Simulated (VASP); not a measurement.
Input of a VASP 6.6.1 run:

INCAR

```
  PREC = Accurate
  ENCUT = 520
  EDIFF = 1E-6
  ISMEAR = 0
  SIGMA = 0.05
  LREAL = F
  LASPH = T
  NELM = 100
  ALGO = Normal
  ISIF = 2
  LWAVE = F
  LCHARG = T
  GGA = PS
  LELF = T
  LVHAR = T
  NBANDS = 16
```

Contents of KPOINTS:

```
Automatic mesh
0
Gamma
  10 10 10
```

POSCAR

```
CdSe
1.0
    0.0000000000      3.0008461065      3.0008461065
    3.0008461065      0.0000000000      3.0008461065
    3.0828692334      3.0828692334     -0.0820231269
Cd Se
1 1
Direct
    0.0000000000      0.0000000000      0.0000000000
    0.7500000000      0.7500000000      0.7500000000
```

Potentials or basis: VASP PAW PBE potentials, release 64 (Cd, Se).

The run is started by

```sh
$ cat potpaw_PBE.64/Cd/POTCAR potpaw_PBE.64/Se/POTCAR > POTCAR
$ mpirun -np 1 vasp_std > vasp.out
```

Question: What does it give for the largest force?

Answer: 0.257 eV/Å.

Question: Estimate the pressure.

Answer: 0.5 GPa.

Question: Estimate the band gap on the k mesh.

Answer: 0.45 eV, direct.

Forces in eV/Å, atoms in the order of the input:
```
Cd   0.148  0.148 -0.148
Se  -0.148 -0.148  0.148
```

Caveat: the PAW data sets were made with another functional, which shifts forces and pressure a little.
